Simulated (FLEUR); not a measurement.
The system is Nb.

```
Nb
1.0
    -1.66395    1.66395    1.66395
     1.66395   -1.66395    1.66395
     1.66395    1.66395   -1.66395
Nb
1
Direct
  0.00000 0.00000 0.00000
```

| Quantity | Value |
| --- | --- |
| Program | FLEUR MaX-R8.1 (later development tree) |
| Task | single point |
| Functional | PBEsol |
| Potentials or basis | all-electron |
| Basis | FLAPW |
| Kmax | 4.1 1/bohr |
| k mesh | 11 × 11 × 11 |
| Occupations | fermi-dirac, width 0.05 eV |
| Spin | no spin polarisation |
| Gmax | 12.7 1/bohr |
| Muffin-tin radii | Nb 2.47 bohr |
| lmax | Nb 10 |
| lnonsphr | Nb 10 |
| Local orbitals a species | Nb 5 |
| Max iterations | 60 |
| Mixing factor | 0.05 |
| Mixer | Anderson |
| Mixer history | 15 |

On this cell: band gap on the k mesh none (metal or under the smearing width).

The same run follows on a disturbed copy (cell strained at random at fixed volume):

```
CELL_PARAMETERS angstrom
-1.65481 1.66189 1.66310
1.61189 -1.66978 1.62806
1.70285 1.71781 -1.67098
ATOMIC_POSITIONS crystal
Nb 0.99711 0.99235 0.00528
```

Problem. What changes?

Solution. The energy (extrapolated to zero smearing) moves by +3.3 meV/atom; band gap on the k mesh none (metal or under the smearing width).
